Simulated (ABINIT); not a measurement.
The system is Pb.

```
CELL_PARAMETERS angstrom
0.00000 2.47502 2.47502
2.47502 0.00000 2.47502
2.47502 2.47502 0.00000
ATOMIC_POSITIONS crystal
Pb 0.00000 0.00000 0.00000
```

Base run:

```yaml
Program: ABINIT 10.8.3 (patched build)
Functional: PBE
Potentials_or_basis: PseudoDojo NC SR PBE v0.4.1 standard
Cutoff: 707 eV
k_mesh: 7 × 7 × 7
Occupations: fermi-dirac, width 0.05 eV
Spin: no spin polarisation
```

Its results: pressure 2.8 GPa.

The run is repeated on the same cell with these changes: k mesh from 7 × 7 × 7 to 10 × 10 × 10, with 4 shifts; occupations from fermi-dirac, width 0.05 eV to cold (ABINIT), width 0.136 eV. What comes out?

Pressure 2.4 GPa.
